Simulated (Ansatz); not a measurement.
# CdF2: the cost of one run

Program: Ansatz 0.2.0. Level of theory: DFT PBE+D3(BJ), scalar-relativistic, plane waves, PAW. These are calculated values, not measurements.

1 further run of the same task is left out (it didn't finish).

### 1 The structure to begin with

The structure is trigonal, space group R-3m (No. 166). Conventional cell: a = 3.046 Å, b = 3.046 Å, c = 14.427 Å, α = 90.00°, β = 90.00°, γ = 120.00°. Cd (site symmetry -3m) has 6 F at 2.16 Å as nearest neighbours. F (site symmetry 3m) is surrounded by 3 Cd at 2.16 Å.

Structure file:

```
Cd F
1.0
     1.52280    0.87919    4.80891
    -1.52280    0.87919    4.80891
     0.00000   -1.75838    4.80891
Cd F
1 2
Direct
  0.00000 0.00000 0.00000
  0.75362 0.75362 0.75362
  0.24638 0.24638 0.24638
```

Recipe of the guess: close-packed anion layers stacked AB|C, with sites between them filled layer by layer (R-3m, No. 166). Lengths come from tabulated atomic sizes and are only a guess.

### 2 A first look at the guess

Contents of input.yaml:

```yaml
crystal:
  lattice:
    - [1.52280058, 0.87918933, 4.80890696]
    - [-1.52280058, 0.87918933, 4.80890696]
    - [0.0, -1.75837865, 4.80890696]
  atoms:
    - { symbol: Cd, position: [0.0, 0.0, 0.0] }
    - { symbol: F, position: [0.75362165, 0.75362165, 0.75362165] }
    - { symbol: F, position: [0.24637835, 0.24637835, 0.24637835] }
basis:
  ecutwfc: 420
kpoints:
  mp_grid: { grid: [6, 6, 6] }
hamiltonian:
  xc: pbe
  dispersion: d3bj
scf:
  occupations: { method: gaussian, width: 0.1 }
  lower_state_search: "off"
output:
  forces: true
  stress: true
  eigenvalues: true
```

Launch:

```console
$ ansatz run input.yaml --threads 1 --pin off --max-ram 2048MiB --backend cpu --events-out ev --progress --plain --runs-dir out
```

**Question.** How long does this run take on 1 thread of Arm Neoverse V2, shared host, and how much memory does it need?

About 1.2 s, with a peak of 0.29 GiB.
